**Problem: the bulk modulus of bcc selenium under seven functionals**

Selenium at ordinary pressure is built of trigonal chains, and its bcc form belongs to very high pressure. The rows below therefore describe a hypothetical zero-pressure metal, held in cubic symmetry with spin polarisation switched off, and they serve to compare density functionals with one another. $V_0$ is the volume per atom at zero pressure, $B_0=-V\,dP/dV$ the bulk modulus there, and $B'=dB/dP$ its pressure derivative.

Bcc Se by DFT in Ansatz 0.2.0, with plane waves, scalar-relativistic PAW datasets made for PBE, no spin polarisation and Fermi-Dirac smearing of width 0.1 eV. Volume, bulk modulus and its pressure derivative come from a third-order Birch-Murnaghan fit to seven uniform scalings of the cell, with energies extrapolated to zero smearing.

| functional | wave cutoff | k mesh | volume per atom (Å³) | bulk modulus (GPa) | bulk modulus pressure derivative |
| --- | --- | --- | --- | --- | --- |
| LDA | 420 eV | 15×15×15 | 18.99 | 88.6 | 4.41 |
| PBEsol | 420 eV | 15×15×15 | 19.32 | 83.9 | 4.44 |
| PBE | 420 eV | 14×14×14 | 20.42 | 72.5 | 4.54 |
| revPBE | 420 eV | 14×14×14 | 20.81 | 67.2 | 4.62 |
| RPBE | 420 eV | 14×14×14 | 20.97 | 65.1 | 4.66 |
| BLYP | 420 eV | 14×14×14 | 22.71 | 54.6 | 4.71 |
| r2SCAN | 500 eV | 15×15×15 | 20.36 | 74.2 | 4.43 |

From LDA to BLYP the volume grows by 19.6 % and the modulus drops by 38.4 %, both relative to LDA, and $B_0$ falls at every step when the rows are sorted by $V_0$. Three explanations are on offer. The first says that gradient corrections weaken the bonding and make the lattice softer in itself. The second says that all functionals share one curve $B(V)$ and only add a constant pressure, which moves the equilibrium along it. The third says that $B_0$ follows the volume as in a free-electron gas, $B\propto V^{-5/3}$.

**(a)** Devise a test of the first explanation that removes the change of volume, and apply it.

*Solution.* Each $B_0$ belongs to a different volume, and since $B'$ is positive, every one of these lattices softens when stretched. A fair test evaluates each row's own equation of state at one common volume, here that of PBE. With the strain $f=\tfrac12[(V_0/V)^{2/3}-1]$ the third-order Birch-Murnaghan form reads

$$P=3B_0 f(1+2f)^{5/2}\left[1+\tfrac32(B'-4)f\right],$$

$$B=B_0(1+2f)^{5/2}\left[1+(3B'-5)f+\tfrac{27}{2}(B'-4)f^2\right].$$

At 20.42 Å³ the order turns over: LDA gives 63.5 GPa, PBE 72.5 GPa and BLYP 87.9 GPa. The functional with the highest $B_0$ is the softest at equal volume, and the one with the lowest $B_0$ is the stiffest. PBEsol, revPBE and RPBE change sides relative to PBE in the same way. The one exception is r2SCAN, slightly stiffer than PBE by either measure, but it differs from PBE in both cutoff and k mesh, so that small gap is not resolved. The numbers thus refute the idea of a lattice softer in itself. Whether the bonding is weaker in energy is a separate question, which a bulk modulus cannot answer.

The k mesh also differs between LDA and PBE, and $B'$ sorts by mesh, lower on the finer one; the smearing entropy of the same runs sorts by mesh too, higher on the finer one. Small differences in $B'$ may therefore be a sampling artefact. They do not threaten the reversal: giving LDA the $B'$ of PBE moves its modulus by 0.65 GPa, against a gap of 9.0 GPa. The step from PBE to BLYP, 15.4 GPa, is taken on one mesh and one cutoff.

**(b)** The second and third explanations each predict a slope $d\ln B_0/d\ln V_0$ with no adjustable parameter. Derive the slopes and compare them with the table.

*Solution.* A constant extra pressure $\Delta P$ adds a term linear in $V$ to the energy and leaves the curvature, and hence $B(V)$, untouched. The new equilibrium lies where the PBE curve has pressure $-\Delta P$, so for small shifts $\delta\ln V_0=\Delta P/B_0$ and $\delta B_0=-B'\Delta P$. The predicted slope is $-B'=-4.54$. The free-electron slope is $-5/3$. A power law fitted to all seven rows gives $-2.75$, between the two.

BLYP shows the overshoot of the second explanation in full. Stretching the PBE curve to the BLYP volume gives

$$f=\tfrac12\left[(20.42/22.71)^{2/3}-1\right]=-0.0342,\qquad (1+2f)^{5/2}=0.838,$$

$$B=72.5\times0.838\times(1-0.295+0.009)\approx43.3\ \text{GPa},$$

$$P=3\times72.5\times(-0.0342)\times0.838\times0.972\approx-6.06\ \text{GPa}.$$

Sliding alone predicts 43.3 GPa where the table has 54.6 GPa. The PBE curve is stretched here by 11 %, a little beyond the 8 % expansion at which the fitted curves were checked against the stress pressures of the same runs, so the last figure is soft. LDA, reached by a moderate compression well inside the checked range, shows the same overshoot in mirror image. The direction is right for every row, but the size is too large for all except r2SCAN, widely so for LDA, PBEsol and BLYP and only slightly for revPBE and RPBE.

The free-electron law has the smaller root-mean-square misfit over the six rows other than PBE, 4.7 GPa against 7.4 GPa, which makes it look the better picture. That score depends on pinning the law to the PBE modulus; with six valence electrons per atom the gas itself is 7.0 times too stiff. The table also contradicts it within each row, because $B\propto V^{-5/3}$ implies $B'=5/3$, while every row has $B'$ above four. Its misfits change sign with volume, as a slope that is too shallow requires. The second explanation, for all its larger misfit, uses the true shape of the curve and needs one correction.

**(c)** Let the extra pressure depend on volume. Find what slope results, test the model, and say what physics stands behind it.

*Solution.* Write $P=P_{\rm PBE}+\Delta P(V)$ with $\Delta P\propto V^{-n}$ near equilibrium. The extra term then carries a modulus of its own, $\Delta B=-V\,d\Delta P/dV=n\,\Delta P$, and two effects add:

$$B_0=B_{\rm PBE}(V_0)+n\,\Delta P,\qquad \frac{d\ln B_0}{d\ln V_0}\approx n-B'.$$

An outward push expands the lattice, which softens it by $B'\Delta P$, and at the same time stiffens it by $n\,\Delta P$. The first effect wins as long as $n<B'$. If $n$ is also positive, the model covers both the falling $B_0$ of the table and the reversal found in (a).

One common $n$ was fitted by least squares to the six rows other than PBE, with $\Delta P$ read from the PBE curve at each $V_0$; the printed output below lists the parts row by row. The fit gives $n=1.77$ and cuts the root-mean-square misfit to 1.3 GPa. For BLYP, $43.3+1.77\times6.06\approx54$ GPa, close to the table, but this row was part of the fit and, with LDA and PBEsol, dominates it through its large $\Delta P$. The exponent is an average over unlike changes and has no meaning as a property of selenium.

The common exponent fails for revPBE and RPBE, whose moduli it overestimates by 1.6 and 2.3 GPa, far beyond the rounding of the table. Taken row by row at the PBE volume, $n$ is about 0.6 for both, against 2.06 for BLYP. These three rows share mesh and cutoff with PBE, so a change of mesh between rows does not produce the contrast. For revPBE and RPBE the second explanation is nearly right, and their slopes from PBE lie close to $-B'$. LDA and PBEsol fall between the two groups, though that comparison crosses meshes, and for r2SCAN $\Delta P$ is too small to define $n$.

A qualitative argument suggests the sign of both $\Delta P$ and $n$. A gradient-corrected functional multiplies the local exchange energy by an enhancement factor $F_x(s)\ge1$, where $s\propto|\nabla\rho|/\rho^{4/3}$ is the reduced gradient of the density $\rho$, and so it rewards inhomogeneity. Compression makes the valence tails of neighbouring atoms overlap and flattens the density between them, so part of the reward is lost, and the loss acts as an outward pressure. Overlap grows faster the closer the atoms come, so this pressure should rise under compression, which is a positive $n$. The argument suggests signs only, not sizes, and the gradient term of correlation partly offsets that of exchange.

The volumes bear out the order. At $s=1$ and at $s=2$ the enhancement rises from LDA through PBEsol, PBE and revPBE to RPBE, and $V_0$ rises in the same sequence. BLYP breaks it: its exchange factor at $s=2$ is 1.467, between PBE and revPBE, yet its volume exceeds that of PBE by 11.2 %, against 2.7 % for RPBE. Two suspects remain. One is exchange at small $s$, where the B88 factor used in BLYP rises faster than that of PBE, revPBE or RPBE, a difference that the values at $s=1$ and $s=2$ do not show. The other is LYP correlation, which does not reproduce the uniform electron gas, though only the change of that error with volume can act as a pressure. BLYP changes exchange and correlation at once, so these rows cannot separate the two.

All rows also use PAW datasets made for PBE, and the LDA and PBEsol runs carry a warning on this mismatch, which is present in the other non-PBE rows too. Any error from that source enters $\Delta P$ and $n$ together with the true effect of the functional. The values of $n$ thus describe these calculations as run, scalar-relativistic and static, and say nothing on which functional is nearest to nature.

Why revPBE and RPBE push with an almost constant pressure can only be guessed. They agree with PBE at small $s$, share its correlation, and depart from it only where the gradient is large. Expansion deepens the low-density regions between atoms and raises $s$ there, which would feed the extra term as the overlap fades and keep it from decaying. Whether the small $n$ belongs to large-gradient exchange and the large $n$ to changes at small gradient or in correlation is the question these seven rows leave open.

Printed output of the fit:

```
LDA to BLYP: V0 +19.6 %, B0 -38.4 %; rounding 0.005 A^3, 0.05 GPa, 0.005 in B'
power law B0~V0^s: s = -2.75 (one curve: -4.54; free electrons: -1.67), worst RPBE -1.9 GPa
  slope LDA to PBEsol: -3.16 (same mesh)
  slope PBE to revPBE: -4.01 (same mesh)
  slope PBE to RPBE: -4.05 (same mesh)
  slope PBE to BLYP: -2.67 (same mesh)
  slope PBEsol to PBE: -2.64 (different mesh)
free-electron B, 6 electrons at PBE volume: 506 GPa = 7.0 x PBE
A. each row's own curve at the PBE volume 20.42 A^3 (GPa); n = dB/dP with range from rounding
functional  V/V0     P      B  B-B(PBE)  B0-B0(PBE)   n
LDA        1.075  -5.48   63.5    -9.0     +16.1   1.64 [1.60, 1.68]
PBEsol     1.057  -4.11   65.1    -7.4     +11.4   1.80 [1.75, 1.85]
PBE        1.000  +0.00   72.5    +0.0      +0.0   
revPBE     0.981  +1.33   73.3    +0.8      -5.3   0.58 [0.39, 0.77]
RPBE       0.974  +1.84   73.6    +1.1      -7.4   0.58 [0.43, 0.71]
BLYP       0.899  +7.46   87.9   +15.4     -17.9   2.06 [2.03, 2.09]
r2SCAN     1.003  -0.22   73.2    +0.7      +1.7   -3.40 [-5.51, -1.89]
LDA at that volume if given the B' of PBE: B changes by -0.65 GPa
B. PBE curve at each V0 (GPa); one fitted n = 1.77, expected slope n-B' = -2.77
functional extra P  B slid  sliding part  stiffness part  misfit one n  misfit V^-5/3
LDA        -6.21    99.7      +27.2         -11.1          -0.1          +6.8
PBEsol     -4.55    92.6      +20.1          -8.7          -0.6          +4.4
PBE        -0.00    72.5       +0.0          +0.0          +0.0          +0.0
revPBE     +1.31    66.5       -6.0          +0.7          -1.6          -3.0
RPBE       +1.81    64.1       -8.4          +1.0          -2.3          -4.3
BLYP       +6.06    43.3      -29.2         +11.3          +0.5          -6.1
r2SCAN     -0.21    73.5       +1.0          +0.7          +1.1          +1.3
rms misfit, six rows (GPa): constant pressure 7.4, V^-5/3 4.7, one n 1.3
C. fitted curve minus stress pressure at factors 0.88, 1.08 (GPa); mesh, B', TS (eV)
LDA      -0.03 +0.01  mesh 15  B' 4.41  TS 0.0286
PBEsol   -0.03 +0.00  mesh 15  B' 4.44  TS 0.0288
PBE      +0.05 -0.03  mesh 14  B' 4.54  TS 0.0228
revPBE   +0.05 -0.04  mesh 14  B' 4.62  TS 0.0231
RPBE     +0.05 -0.04  mesh 14  B' 4.66  TS 0.0232
BLYP     +0.14 -0.07  mesh 14  B' 4.71  TS 0.0249
r2SCAN   -0.03 +0.00  mesh 15  B' 4.43  TS 0.0293
Fx(s=1): LDA 1.000, PBEsol 1.107, PBE 1.172, revPBE 1.187, RPBE 1.192, BLYP 1.178
Fx(s=2): LDA 1.000, PBEsol 1.306, PBE 1.420, revPBE 1.515, RPBE 1.534, BLYP 1.467
V0 - V0(PBE), %: LDA -7.0, PBEsol -5.4, revPBE +1.9, RPBE +2.7, BLYP +11.2, r2SCAN -0.3
```
